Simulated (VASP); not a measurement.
The system is WS2.

```
W S
1.0
     1.57900    0.91164    6.16333
    -1.57900    0.91164    6.16333
     0.00000   -1.82327    6.16333
W S
1 2
Direct
  0.00000 0.00000 0.00000
  0.24970 0.24970 0.24970
  0.41900 0.41900 0.41900
```

Measurements of this composition are mostly on another form, of space group No. 194.

- Program: VASP 6.6.1
- Task: relaxation of cell and atoms
- Functional: LDA
- Potentials or basis: VASP PAW LDA potentials, release 64 (W_sv, S)
- Cutoff: 600 eV
- k mesh: 10 × 10 × 10
- Occupations: gaussian, width 0.03 eV
- Spin: no spin polarisation

At the start: pressure -3.2 GPa; volume 17.74 Å³/atom.

**Question.** How do energy, volume and symmetry change on relaxing?

**Answer.** Over 20 steps the energy falls by 5.9 meV/atom and the volume is 17.17 Å³/atom (-3.2 %); space group R3m (No. 160, to 0.05 Å).

The path:
```tsv
step	energy change (eV)	largest force (eV/Å)	pressure (GPa)	volume (Å³)
1	0.0000	0.5875	-3.23	53.23
2	0.0448	1.4192	7.75	50.52
3	-0.0148	0.2209	0.18	52.30
4	-0.0152	0.2292	-0.54	52.30
5	-0.0161	0.0753	-0.26	52.30
6	-0.0164	0.0319	0.01	52.13
7	-0.0164	0.0304	-0.01	52.12
8	-0.0166	0.0333	0.00	52.08
9	-0.0170	0.0720	-0.09	51.96
10	-0.0170	0.1841	-0.23	51.70
11	-0.0171	0.1268	-0.12	51.83
12	-0.0172	0.1160	-0.15	51.81
13	-0.0174	0.0839	-0.14	51.74
14	-0.0176	0.0199	-0.15	51.61
15	-0.0173	0.1077	-0.04	51.35
16	-0.0176	0.0183	-0.07	51.53
17	-0.0176	0.0136	-0.08	51.56
18	-0.0176	0.0115	-0.08	51.57
19	-0.0176	0.0109	-0.07	51.55
20	-0.0176	0.0086	0.03	51.51
```

Final structure:
```
W S
1.0
     1.56644    0.90439    6.05948
    -1.56644    0.90439    6.05948
     0.00000   -1.80877    6.05948
W S
1 2
Cartesian
  0.0000 0.0000 0.0120
  0.0000 0.0000 4.5110
  0.0000 0.0000 7.6329
```
